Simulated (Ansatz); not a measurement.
Space group F-43m (No. 216). a = 4.876 Å, b = 4.876 Å, c = 4.876 Å, α = 90.00°, β = 90.00°, γ = 90.00°
```json
{"atom": "Be", "site": "4a", "symmetry": "-43m", "x": "0.0000", "y": "0.0000", "z": "0.0000"}
{"atom": "S", "site": "4d", "symmetry": "-43m", "x": "0.2500", "y": "0.2500", "z": "0.7500"}
```

Equation of state of this BeS structure (not necessarily the ground state), with shape and atoms relaxed at each volume where symmetry leaves them free. Theory: DFT PBE, scalar-relativistic, plane waves, PAW in Ansatz.

Cutoff 420 eV; k points 8×8×8 on the computed 2-atom cell (Γ-centred); Gaussian smearing, width 0.02 eV; no spin polarisation.

```json
{"V (Å³/atom)": "12.751", "E − E(largest V) (meV/atom)": "38.40", "P (GPa)": "15.14", "gap on mesh (eV)": "2.83"}
{"V (Å³/atom)": "13.186", "E − E(largest V) (meV/atom)": "3.77", "P (GPa)": "10.50", "gap on mesh (eV)": "2.92"}
{"V (Å³/atom)": "13.620", "E − E(largest V) (meV/atom)": "-19.14", "P (GPa)": "6.49", "gap on mesh (eV)": "3.00"}
{"V (Å³/atom)": "14.055", "E − E(largest V) (meV/atom)": "-31.92", "P (GPa)": "3.02", "gap on mesh (eV)": "3.08"}
{"V (Å³/atom)": "14.490", "E − E(largest V) (meV/atom)": "-35.93", "P (GPa)": "0.02", "gap on mesh (eV)": "3.14"}
{"V (Å³/atom)": "14.924", "E − E(largest V) (meV/atom)": "-32.37", "P (GPa)": "-2.58", "gap on mesh (eV)": "3.21"}
{"V (Å³/atom)": "15.359", "E − E(largest V) (meV/atom)": "-22.23", "P (GPa)": "-4.83", "gap on mesh (eV)": "3.26"}
{"V (Å³/atom)": "15.939", "E − E(largest V) (meV/atom)": "0.00", "P (GPa)": "-7.38", "gap on mesh (eV)": "3.33"}
```

Task: Fit a third-order Birch–Murnaghan equation, E = E0 + (9V0B0/16)·[(x − 1)³B0' + (x − 1)²(6 − 4x)] with x = (V0/V)^(2/3), to E(V).

Result: V0 = 14.49 Å³/atom, B0 = 93 GPa, B0' = 3.8.

It was relaxed from a cell as deposited in COD.
